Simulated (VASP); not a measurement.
Crystal: CdSe (Cadmoselite).

```xyz
4
Lattice="4.3000 0.0000 0.0000 -2.1500 3.7239 0.0000 0.0000 0.0000 7.0200" Properties=species:S:1:pos:R:3 pbc="T T T"
Cd    0.0000    2.4826    0.0000
Cd    2.1500    1.2413    3.5100
Se    0.0000    2.4826    2.7027
Se    2.1500    1.2413    6.2127
```

```yaml
Program: VASP 6.6.1
Task: relaxation of cell and atoms
Functional: LDA
Potentials_or_basis: VASP PAW LDA potentials, release 64 (Cd, Se)
Cutoff: 600 eV
k_mesh: 9 × 9 × 4
Occupations: gaussian, width 0.03 eV
Spin: no spin polarisation
```

At the start: pressure -1.4 GPa; volume 28.10 Å³/atom.

Task: Where does the relaxation end?

Result: Over 9 steps the energy falls by 8.4 meV/atom and the volume is 27.32 Å³/atom (-2.8 %); space group P6_3mc (No. 186, to 0.05 Å).

Step by step:
```tsv
step	energy change (eV)	largest force (eV/Å)	pressure (GPa)	volume (Å³)
1	0.0000	0.2652	-1.41	112.41
2	-0.0282	0.0862	0.47	108.42
3	-0.0286	0.1087	0.26	108.80
4	-0.0306	0.0379	-0.01	109.27
5	-0.0306	0.0275	-0.03	109.33
6	-0.0318	0.0266	-0.06	109.41
7	-0.0332	0.0224	-0.18	109.63
8	-0.0333	0.0105	0.18	108.93
9	-0.0335	0.0056	0.01	109.26
```

Final structure:
```
Cd Se
1.0
     4.25703    0.00000    0.00000
    -2.12852    3.68670    0.00000
     0.00000    0.00000    6.96196
Cd Se
2 2
Direct
  0.33333 0.66667 0.00484
  0.66667 0.33333 0.50484
  0.33333 0.66667 0.38016
  0.66667 0.33333 0.88016
```
